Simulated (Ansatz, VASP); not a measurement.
# Cu in VASP and in Ansatz

```xyz
1
Lattice="-1.4726 1.4726 1.3841 1.4726 -1.4726 1.3841 1.4726 1.4726 -1.3841" Properties=species:S:1:pos:R:3 pbc="T T T"
Cu    0.0000    0.0000    0.0000
```

Alike in both runs: functional PBE; k mesh 28 × 28 × 28; occupations gaussian, width 0.1 eV; no spin polarisation.

Ansatz relaxed the structure, and its values are those at the end. VASP's run is a single point on that final structure, the one shown.

```csv
,VASP,Ansatz
version,VASP 6.6.1,Ansatz 0.2.0
potentials or method,"VASP PAW PBE potentials, release 64 (Cu)","scalar-relativistic, plane waves, PAW"
plane-wave cutoff (eV),520,420
valence electrons in the cell,11,19
```

|  | VASP | Ansatz | Ansatz less VASP |
| --- | --- | --- | --- |
| gap on the k mesh at the Fermi level (eV) | none | none | - |
| pressure (GPa) | 0.6 | 0.0 | -0.56 |

A gap of «none» marks a metal or a gap that the smearing closes. The two sets of potentials don't hold the same shells in valence.
